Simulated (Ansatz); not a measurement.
# The stack of Y2COS MXene under 2H-MoTe2, upper layer turned by 180° under a gate

How does the stack of Y2COS MXene under 2H-MoTe2, upper layer turned by 180° take up charge from its gate?

Method: plane-wave DFT, PBEsol-D3(BJ), Ansatz PAW, in Ansatz 0.2.0.

## 1. The starting structure

The cell holds 8 atoms: 1 S, 2 Y, 1 C, 1 O, 2 Te and 1 Mo. Cell: a = 3.514 Å, b = 3.514 Å, c = 56.571 Å, α = 90.0°, β = 90.0°, γ = 120.0°. Regions: layer 1: Y2COS MXene, 5 atoms (1 S, 2 Y, 1 C and 1 O); layer 2: 2H-MoTe2, 3 atoms (2 Te and 1 Mo). Vacuum lies along c.

## 2. Relaxation

The starting cell is a guess, so the in-plane lattice and the atoms are relaxed first, with the slab cut off from its images along the normal.

input.yaml

```yaml
crystal:
  lattice:
    - [3.51388, 0.0, 0.0]
    - [-1.75694, 3.0431093459, 0.0]
    - [0.0, 0.0, 56.5713229372]
  atoms:
    - { symbol: S, position: [0.3333333333, 0.6666666667, 0.387121935] }
    - { symbol: "Y", position: [0.6666666667, 0.3333333333, 0.4205960044] }
    - { symbol: C, position: [0.0, 0.0, 0.444852666] }
    - { symbol: "Y", position: [0.3333333333, 0.6666666667, 0.4691093277] }
    - { symbol: O, position: [0.6666666667, 0.3333333333, 0.491365923] }
    - { symbol: Te, position: [0.0, 0.0, 0.5461640051] }
    - { symbol: Mo, position: [0.3333333333, 0.6666666667, 0.579521035] }
    - { symbol: Te, position: [0.0, 0.0, 0.612878065] }
  periodic: [true, true, false]
kpoints:
  mp_grid: { grid: [12, 12, 1] }
hamiltonian:
  xc: pbesol
  dispersion: d3bj
scf:
  occupations: { method: fermi_dirac, width: 0.05 }
  convergence: { dr2_threshold: 1.0e-09 }
relax:
  f_tol: 0.004
  max_steps: 90
  cell: {}
output:
  write_potential: true
  write_density: true
  volumetric_format: npy
```

Run with:

```bash
ansatz run input.yaml --threads 4 --pin off --max-ram 12288MiB --backend cpu --events-out ev --progress --plain --runs-dir out
```

Numbers of over 12 decimals in the logs are rounded to 6 here.

The log of the run:

```text
Warning: relax.cell: scf.convergence.dr2_threshold = 1e-9 eV is looser than the 1.54281361325e-10 eV advised for a relaxation that steers and ends on the stress (1e-10 eV for each atom of the cell: 8, times the square of relax.cell.stress_2d_tol = 0.05 N/m over 22.8 Å (the atoms' height at the walk's start and 5 Å past either face), 2.196e-2 GPa, over a crystal's default 0.05). What an SCF threshold leaves in a stress goes as its square root, and in the free energy as the threshold itself, and one threshold admits the most on a small cell: [figures from the program's tests cut] Set scf.convergence.dr2_threshold to 1.54281361325e-10 eV or tighter. [rest of the remark cut]
Engine: ansatz 0.2.0, aarch64-unknown-linux-gnu
Pseudopotentials: kind: paw
Pseudopotential: S, paw, valence charge 6, recommended cutoff 420 eV (normal), S.paw.azcp
Pseudopotential: Y, paw, valence charge 11, recommended cutoff 420 eV (normal), Y.paw.azcp
Pseudopotential: C, paw, valence charge 4, recommended cutoff 420 eV (normal), C.paw.azcp
Pseudopotential: O, paw, valence charge 6, recommended cutoff 420 eV (normal), O.paw.azcp
Pseudopotential: Te, paw, valence charge 16, recommended cutoff 420 eV (normal), Te.paw.azcp
Pseudopotential: Mo, paw, valence charge 14, recommended cutoff 420 eV (normal), Mo.paw.azcp
Functional definition: PBEsol
  exchange = pbesol_x
  correlation = pbesol_c
Crystal: 8 atoms, lattice volume = 604.924 Å³
Basis set: ecut = 420 eV, 11727 PW (Γ), exchange–correlation on 48×48×768 points (8 copies of the dense FFT grid, shifted against one another)
Bands: 51, of which v1, the nominal top of the filled ones, is band 42 counted from 1 (41 counted from 0)
Symmetry: 6 space group operations
Space group: P3m1 (ITA 156), of the structure as read, at distance tolerance 8.5e-5 Å
k-points: 19 of 144 (time reversal used)
Non-local potential: S, projectors of the file, l = 0: 2, l = 1: 2, l = 2: 2
Non-local potential: Y, projectors of the file, l = 0: 3, l = 1: 2, l = 2: 2, l = 3: 1
Non-local potential: C, projectors of the file, l = 0: 2, l = 1: 2, l = 2: 1
Non-local potential: O, projectors of the file, l = 0: 2, l = 1: 2, l = 2: 1
Non-local potential: Te, projectors of the file, l = 0: 2, l = 1: 2, l = 2: 2, l = 3: 2
Non-local potential: Mo, projectors of the file, l = 0: 3, l = 1: 2, l = 2: 2, l = 3: 1
PAW form: soft (Blöchl's): semilocal exchange-correlation on the pseudo side does not see the compensation charge
PAW frozen core: S, regenerated for the run's functional, and the local potential with it (the file was generated under x = pbe(κ = 0.804, μ = 0.219515), c = pbe(β = 0.066725))
PAW frozen core: Y, regenerated for the run's functional, and the local potential with it (the file was generated under x = pbe(κ = 0.804, μ = 0.219515), c = pbe(β = 0.066725))
PAW frozen core: C, regenerated for the run's functional, and the local potential with it (the file was generated under x = pbe(κ = 0.804, μ = 0.219515), c = pbe(β = 0.066725))
PAW frozen core: O, regenerated for the run's functional, and the local potential with it (the file was generated under x = pbe(κ = 0.804, μ = 0.219515), c = pbe(β = 0.066725))
PAW frozen core: Te, regenerated for the run's functional, and the local potential with it (the file was generated under x = pbe(κ = 0.804, μ = 0.219515), c = pbe(β = 0.066725))
PAW frozen core: Mo, regenerated for the run's functional, and the local potential with it (the file was generated under x = pbe(κ = 0.804, μ = 0.219515), c = pbe(β = 0.066725))
PAW one-centre angular grid: S, 110 points (default); XC on 64 Gauss nodes
PAW one-centre angular grid: Y, 590 points (default); XC on 64 Gauss nodes
PAW one-centre angular grid: C, 110 points (default); XC on 64 Gauss nodes
PAW one-centre angular grid: O, 110 points (default); XC on 64 Gauss nodes
PAW one-centre angular grid: Te, 590 points (default); XC on 64 Gauss nodes
PAW one-centre angular grid: Mo, 590 points (default); XC on 64 Gauss nodes
Initial density: superposition of atomic densities (neutral atoms: chi_scale 0, normalization atom), corrected by the library's trained network
Initial wavefunctions: pseudopotential atomic-orbital guess
Functional: x = pbesol(κ = 0.804, μ = 0.123457), c = pbesol(β = 0.046)
SCF iter   1: F=—  HF=-27989.080297 eV  |F-HF|=—  |Δ(HF+E_count)|=         —  Δρ=1.33e-2  dr2=6.03e1  ethr=1.77e-3  ⟨swp⟩=23.4  Hψ=7286  notcnv=0  defer=8
preconditioner: auto → LDOS  [metal: Δε(μ)=0.003 eV  Ē_g=6.882 eV  σ=0.050 eV  W_gap=0.02  n_scr=34 (ndim 8)  ℏωp=9.5 eV  f_vac=0.707  D(μ)=8.70/eV (n_scr^D=28)  β→1.0]
SCF iter   2: F=—  HF=-27988.757565 eV  |F-HF|=—  |Δ(HF+E_count)|=   3.23e-1  Δρ=8.55e-3  dr2=4.06e0  ethr=1.77e-3  ⟨swp⟩=2.9  Hψ=1614  notcnv=0  defer=27
SCF iter   3: F=—  HF=-27988.572058 eV  |F-HF|=—  |Δ(HF+E_count)|=   1.86e-1  Δρ=3.67e-3  dr2=3.69e0  ethr=1.77e-3  ⟨swp⟩=3.1  Hψ=1732  notcnv=0  defer=27
SCF iter   4: F=—  HF=-27989.090368 eV  |F-HF|=—  |Δ(HF+E_count)|=   5.18e-1  Δρ=7.53e-3  dr2=1.12e1  ethr=1.77e-3  ⟨swp⟩=4.9  Hψ=2009  notcnv=0  defer=27  recentre
SCF iter   5: F=—  HF=-27988.481703 eV  |F-HF|=—  |Δ(HF+E_count)|=   6.09e-1  Δρ=2.85e-3  dr2=1.58e0  ethr=1.77e-3  ⟨swp⟩=4.4  Hψ=2010  notcnv=0  defer=32
SCF iter   6: F=—  HF=-27988.459168 eV  |F-HF|=—  |Δ(HF+E_count)|=   2.25e-2  Δρ=1.39e-3  dr2=2.59e-1  ethr=1.77e-3  ⟨swp⟩=1.4  Hψ=1113  notcnv=0  defer=31
SCF iter   7: F=—  HF=-27988.559134 eV  |F-HF|=—  |Δ(HF+E_count)|=   1.00e-1  Δρ=7.62e-3  dr2=2.15e1  ethr=3.09e-4  ⟨swp⟩=2.9  Hψ=1364  notcnv=0  defer=45  recentre
SCF iter   8: F=—  HF=-27988.456376 eV  |F-HF|=—  |Δ(HF+E_count)|=   1.03e-1  Δρ=6.02e-4  dr2=3.76e-2  ethr=3.09e-4  ⟨swp⟩=1.5  Hψ=1183  notcnv=0  defer=41
SCF iter   9: F=—  HF=-27988.458394 eV  |F-HF|=—  |Δ(HF+E_count)|=   2.02e-3  Δρ=9.17e-4  dr2=3.23e-1  ethr=4.47e-5  ⟨swp⟩=1.9  Hψ=1127  notcnv=0  defer=42  recentre
SCF iter  10: F=—  HF=-27988.456232 eV  |F-HF|=—  |Δ(HF+E_count)|=   2.16e-3  Δρ=3.41e-4  dr2=4.48e-2  ethr=4.47e-5  ⟨swp⟩=1.8  Hψ=966  notcnv=0  defer=42
SCF iter  11: F=—  HF=-27988.456024 eV  |F-HF|=—  |Δ(HF+E_count)|=   2.07e-4  Δρ=2.15e-4  dr2=1.49e-2  ethr=4.47e-5  ⟨swp⟩=1.7  Hψ=988  notcnv=0  defer=42
SCF iter  12: F=—  HF=-27988.455904 eV  |F-HF|=—  |Δ(HF+E_count)|=   1.20e-4  Δρ=6.98e-5  dr2=1.28e-3  ethr=1.77e-5  ⟨swp⟩=1.9  Hψ=1020  notcnv=0  defer=42
SCF iter  13: F=—  HF=-27988.455889 eV  |F-HF|=—  |Δ(HF+E_count)|=   1.57e-5  Δρ=4.64e-5  dr2=7.34e-4  ethr=1.53e-6  ⟨swp⟩=2.0  Hψ=1186  notcnv=0  defer=42
[...]
relax step   4: F+E_penalty+E_count = -27989.91668512 eV  Δ(F+E_penalty+E_count) = -8.458e-2 eV  max|allowed force component| = 1.017e-1 eV/Å  Δτ_max = 0.1952 Å  P = +0.082 N/m  Ω = 601.168 Å³  energy of the carried Pulay correction = +7.723e-4 eV  fix = [c, alpha, beta]  reactions: c +0.000 N/m  (13 SCF iters, accepted)
[...]
relax step   5: F+E_penalty+E_count = -27989.94091125 eV  Δ(F+E_penalty+E_count) = -2.423e-2 eV  max|allowed force component| = 7.969e-2 eV/Å  Δτ_max = 0.1920 Å  P = +0.139 N/m  Ω = 603.638 Å³  energy of the carried Pulay correction = +2.639e-4 eV  fix = [c, alpha, beta]  reactions: c +0.000 N/m  (13 SCF iters, accepted)
[...]
relax step   6: F+E_penalty+E_count = -27989.94134599 eV  Δ(F+E_penalty+E_count) = -4.347e-4 eV  max|allowed force component| = 7.043e-2 eV/Å  Δτ_max = 0.0313 Å  P = -0.158 N/m  Ω = 606.648 Å³  energy of the carried Pulay correction = -3.528e-4 eV  fix = [c, alpha, beta]  reactions: c -0.000 N/m  (11 SCF iters, accepted)
[...]
relax step   7: F+E_penalty+E_count = -27989.94209846 eV  Δ(F+E_penalty+E_count) = -7.525e-4 eV  max|allowed force component| = 7.448e-3 eV/Å  Δτ_max = 0.0077 Å  P = +0.031 N/m  Ω = 605.642 Å³  energy of the carried Pulay correction = -1.471e-4 eV  fix = [c, alpha, beta]  reactions: c +0.000 N/m  (10 SCF iters, accepted)
[...]
relax step   8: F+E_penalty+E_count = -27989.94210737 eV  Δ(F+E_penalty+E_count) = -8.902e-6 eV  max|allowed force component| = 2.284e-3 eV/Å  Δτ_max = 0.0036 Å  P = +0.013 N/m  Ω = 605.671 Å³  energy of the carried Pulay correction = -1.529e-4 eV  fix = [c, alpha, beta]  reactions: c +0.000 N/m  (9 SCF iters, accepted)
Initial wavefunctions: pseudopotential atomic-orbital guess (no wavefunctions were taken with the density)
iter 1 solved again at ethr=1.52e-7 eV; its pass at ethr=3.10e-3 eV (dr2=1.27e-4 eV) is discarded
SCF iter   1: F=—  HF=-27989.941503 eV  |F-HF|=—  |Δ(HF+E_count)|=         —  Δρ=1.80e-5  dr2=6.86e-8  ethr=1.52e-7  ⟨swp⟩=6.1  Hψ=10618  notcnv=0
preconditioner: auto → LDOS  [metal: Δε(μ)=0.090 eV  Ē_g=7.597 eV  σ=0.050 eV  W_gap=0.41  n_scr=34 (ndim 8)  ℏωp=9.5 eV  f_vac=0.725  D(μ)=4.00/eV (n_scr^D=18)  β→1.0]
SCF iter   2: F=—  HF=-27989.942280 eV  |F-HF|=—  |Δ(HF+E_count)|=   7.77e-4  Δρ=2.72e-6  dr2=5.12e-8  ethr=8.17e-11  ⟨swp⟩=5.7  Hψ=3591  notcnv=0
SCF iter   3: F=—  HF=-27989.942273 eV  |F-HF|=—  |Δ(HF+E_count)|=   7.08e-6  Δρ=1.05e-6  dr2=2.06e-8  ethr=6.10e-11  ⟨swp⟩=3.7  Hψ=2009  notcnv=0
SCF iter   4: F=—  HF=-27989.942278 eV  |F-HF|=—  |Δ(HF+E_count)|=   4.98e-6  Δρ=4.80e-7  dr2=6.37e-9  ethr=2.45e-11  ⟨swp⟩=2.8  Hψ=1463  notcnv=0
SCF iter   5: F=—  HF=-27989.942279 eV  |F-HF|=—  |Δ(HF+E_count)|=   1.62e-6  Δρ=1.88e-7  dr2=1.01e-9  ethr=7.59e-12  ⟨swp⟩=2.7  Hψ=1423  notcnv=0
SCF iter   6: F=-27989.942280 eV  HF=-27989.942280 eV  |F-HF|=1.36e-7  |Δ(HF+E_count)|=   3.40e-7  Δρ=7.12e-8  dr2=1.12e-10  ethr=1.19e-12  ⟨swp⟩=20.8  Hψ=7629  notcnv=0
SCF 9 converged in 6 iterations: F = -27989.942280 eV  dr2 = 1.12e-10
relax step   9: F+E_penalty+E_count = -27989.94227979 eV  Δ(F+E_penalty+E_count) = -1.724e-4 eV  max|allowed force component| = 2.282e-3 eV/Å  Δτ_max = 0.0000 Å  P = +0.013 N/m  Ω = 605.671 Å³  fix = [c, alpha, beta]  reactions: c +0.000 N/m  stress off target by 1.35e-2 N/m on what of the cell is left free  SCF on the basis re-selected at this cell (its energy is not comparable with the rows above)  (6 SCF iters)
basis re-selected at this cell: Δ(F+E_penalty+E_count) = -1.724e-4 eV, ΔP = -0.000 N/m vs the last step (what re-selecting the basis moved, of the pressure what is left beyond the Pulay correction that the steps carried, after the strain that the cell walked since its last selection, with what the two solves' SCF thresholds leave and, on support functions, any second-order correction that the steps lacked; it is no m [...]
WARN: The input density's exchange-correlation potential varies sharply where the density is thin. Do not read a vacuum level from v_tot or v_xc, or from such a field of the output density. On a cell that repeats whose density bears no net charge and no dipole along the vacuum's axis use v_es (v_loc + v_h of the components); under efield.dipole_correction with no amplitude use v_es + v_field, which holds any external [...]
SCF converged after 6 iterations
Free energy (F): -27989.942280 eV
Harris-Foulkes:  -27989.942280 eV  (|F-HF|=1.36e-7)
Internal energy: -27989.907456 eV  (E = F + TS)
E sigma→0 (E₀):  -27989.924868 eV
Entropy (-TS):   -0.034824 eV (-4.353 meV/atom)
Fermi energy:    -5.873905 eV
--- Per-component energies (eV) ---
  E_band       = -2139.377722
  E_kinetic    = 1787.915237
  E_local      = -583449.230626  (includes V_loc(G=0)·N_el)
  E_nonlocal   = -262.150766
  E_hartree    = 290962.316218
  E_xc         = -992.816577
  E_vxc        = -1078.024369  (∫ρ·V_xc dr)
  E_paw        = -18692.105281  (= ΣΔE_a)
  E_vpaw       = -1062.521088  (= ΣTr[D̂ρ^β])
  E_aug_tail   = 0.002133  (compensation charges beyond the density's cutoff)
  E_ewald      = 282657.257513
  E_disp       = -2.470120  (pairwise vdW)
  E_core_change = 1.374813  (= ΣΔE_core)
  E_smearing   = -0.034824  (= −TS)
  E_closure    = -0.000000  (closes the sum)
  Σ components = -27989.942280   (vs F -27989.942280, Δ=0.00e0)
--- Forces (eV/Å), atoms counted from 1 ---
  atom   1  S      0.00000000    -0.00000000    -0.00051770
  atom   2  Y      0.00000000     0.00000000    -0.00207680
  atom   3  C      0.00000000     0.00000000     0.00228121
  atom   4  Y      0.00000000     0.00000000    -0.00155439
  atom   5  O      0.00000000    -0.00000000     0.00042927
  atom   6  Te     0.00000000    -0.00000000     0.00094919
  atom   7  Mo     0.00000000     0.00000000     0.00038346
  atom   8  Te     0.00000000    -0.00000000     0.00010327
  max |Σ_I F_I| component: 2.48e-6 eV/Å
--- 2D stress c σ (N/m, compression-positive) ---
        0.013456       0.000000       0.000000
        0.000000       0.013456       0.000000
        0.000000       0.000000       0.000000
  P = ½ c Tr σ = 0.0135 N/m
--- Band table (eV; the first three rows and the last of 19) ---
  k-point 0: bands = [... 38 lower, -6.5333, -6.3466, -5.7252, -4.8557, -4.8557, -2.6861, -2.6861, -2.3850, ... 5 higher]
  k-point 1: bands = [... 38 lower, -6.5167, -6.1992, -5.6434, -5.2653, -4.9935, -3.0823, -2.9184, -2.6022, ... 5 higher]
  k-point 2: bands = [... 38 lower, -6.4968, -6.3588, -6.0567, -5.5886, -5.2741, -3.7824, -3.5414, -3.0962, ... 5 higher]
  k-point 18: bands = [... 38 lower, -7.3639, -7.0477, -6.6194, -6.4232, -5.8482, -4.7665, -3.8128, -3.2607, ... 5 higher]
  the weakly bound empty levels are not read free of the cell's end (no_gap_told)
--- Relaxed structure (8 steps of the walk, 8 accepted, 1 SCFs on fresh bases) ---
  F+E_penalty+E_count = -27989.94227979 eV   max|allowed force component| = 2.282e-3 eV/Å   (the final SCF, on the basis selected at the relaxed cell)
  cell:  # Å, volume = 605.6705 Å³
    - [3.516048, 0, 0]
    - [-1.758024, 3.044986, 0]
    - [0, 0, 56.5713229372]
  atoms:
    - { symbol: S, position: [0.333333, 0.666667, 0.394769] }
    - { symbol: Y, position: [0.666667, 0.333333, 0.424342] }
    - { symbol: C, position: [-7.516387944938976e-18, -2.2551405187699888e-17, 0.448541] }
    - { symbol: Y, position: [0.333333, 0.666667, 0.479055] }
    - { symbol: O, position: [0.666667, 0.333333, 0.492494] }
    - { symbol: Te, position: [-3.9047532615323984e-17, -2.2551405187698492e-17, 0.539268] }
    - { symbol: Mo, position: [0.333333, 0.666667, 0.570753] }
    - { symbol: Te, position: [-4.975429411139221e-17, -2.255140518769849e-17, 0.602388] }
```

Wall time 3.7 min (4 threads of Arm Neoverse V1, shared host); peak memory 1.3 GiB; 15 min of CPU time.

This run has no spin polarisation, although Mo can carry a moment.

Step by step:

| step | energy less that of the first step (eV) | largest force component (eV/Å) | volume (Å³) |
| --- | --- | --- | --- |
| 1 | 0.0000 | 4.9164 | 604.92 |
| 2 | -1.1260 | 2.1090 | 601.66 |
| 3 | -1.3759 | 0.5779 | 600.26 |
| 4 | -1.4605 | 0.1017 | 601.17 |
| 5 | -1.4847 | 0.0797 | 603.64 |
| 6 | -1.4852 | 0.0704 | 606.65 |
| 7 | -1.4859 | 0.0074 | 605.64 |
| 8 | -1.4859 | 0.0023 | 605.67 |
| 9* | -1.4861 | 0.0023 | 605.67 |

Relaxation steps marked * repeat the geometry before them on a plane-wave basis chosen anew for their cell, so energy and pressure can jump there.

Forces are held to the 6 operations that the run works with; a distortion that breaks them can't arise in this run.

| cell as run | before | after | change |
| --- | --- | --- | --- |
| a (Å) | 3.514 | 3.516 | +0.1 % |
| b (Å) | 3.514 | 3.516 | +0.1 % |

The atoms that moved most (Å, along periodic axes as changes of fractional coordinates times the final cell, across vacuum about the mean position):

| atom | dx | dy | dz | length |
| --- | --- | --- | --- | --- |
| Te8 | 0.000 | 0.000 | -0.593 | 0.593 |
| Y4 | 0.000 | 0.000 | 0.563 | 0.563 |
| Mo7 | 0.000 | 0.000 | -0.496 | 0.496 |
| S1 | 0.000 | 0.000 | 0.433 | 0.433 |
| Te6 | 0.000 | 0.000 | -0.390 | 0.390 |
| Y2 | 0.000 | 0.000 | 0.212 | 0.212 |
| C3 | 0.000 | 0.000 | 0.209 | 0.209 |
| O5 | 0.000 | 0.000 | 0.064 | 0.064 |

Final coordinates:

```cif
data_structure
_symmetry_space_group_name_H-M 'P 1'
_symmetry_Int_Tables_number 1
_cell_length_a 3.5160
_cell_length_b 3.5160
_cell_length_c 56.5713
_cell_angle_alpha 90.000
_cell_angle_beta 90.000
_cell_angle_gamma 120.000
_cell_volume 605.67
loop_
_atom_site_label
_atom_site_type_symbol
_atom_site_fract_x
_atom_site_fract_y
_atom_site_fract_z
_atom_site_occupancy
S1 S 0.33333 0.66667 0.39477 1
Y2 Y 0.66667 0.33333 0.42434 1
C3 C 0.00000 0.00000 0.44854 1
Y4 Y 0.33333 0.66667 0.47905 1
O5 O 0.66667 0.33333 0.49249 1
Te6 Te 0.00000 0.00000 0.53927 1
Mo7 Mo 0.33333 0.66667 0.57075 1
Te8 Te 0.00000 0.00000 0.60239 1
```

Numbers from this step:

- energy at zero smearing: -27989.9249 eV

The lattice constant a goes from 3.514 to 3.516 Å.

(Part 1 of 4 ends here.)

[Logs are printed without paths, hosts, clocks, repeated set-up lines and the standing remarks that a program may print on its own settings, such as how far it seeks lower states.]

[Hosts, paths, dates, database ids (printed as entryN), source tags and the programs' standing remarks are cut or masked in the printed files.]

[Maps of the electrostatic potential energy from Ansatz leave out the sawtooth potential of an applied field or a dipole correction, so their vacuum need not be flat; planar profiles and work functions include it.]
